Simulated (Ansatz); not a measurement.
WS2 (Tungstenite):

```
W S
1.0
     3.18000    0.00000    0.00000
    -1.59000    2.75396    0.00000
     0.00000    0.00000   12.50000
W S
2 4
Direct
  0.66667 0.33333 0.75000
  0.33333 0.66667 0.25000
  0.66667 0.33333 0.37500
  0.33333 0.66667 0.87500
  0.66667 0.33333 0.12500
  0.33333 0.66667 0.62500
```

Base run:

```yaml
Program: Ansatz 0.2.0
Functional: LDA
Potentials_or_basis: Ansatz PAW
Cutoff: "420 eV (not typed: the program's choice for these potentials)"
k_mesh: 10 × 10 × 3
Occupations: fermi-dirac, width 0.05 eV
Spin: no spin polarisation
```

Its results: band gap on the k mesh 1.04 eV, indirect (least direct gap 2.06 eV); pressure -5.6 GPa; largest force 0.358 eV/Å.

The run is repeated on the same cell with these changes: functional from LDA to PBE. What comes out?

Band gap on the k mesh 1.12 eV, indirect (least direct gap 2.09 eV); pressure 2.3 GPa; largest force 0.129 eV/Å.

PBE binds less tightly than LDA, so the same cell stands under more pressure.

Caveats: the k mesh misses the band edges, so the gap on the mesh is wider than the one along the path; spin-orbit coupling is left out, which moves the levels of the heavy elements; the PAW data sets come from PBE, with cores solved anew for the run's functional, which leaves a small shift of forces and pressure (some runs); this functional lacks dispersion, which binds the layers, so the pressure and a relaxed spacing across them are unreliable (some runs).
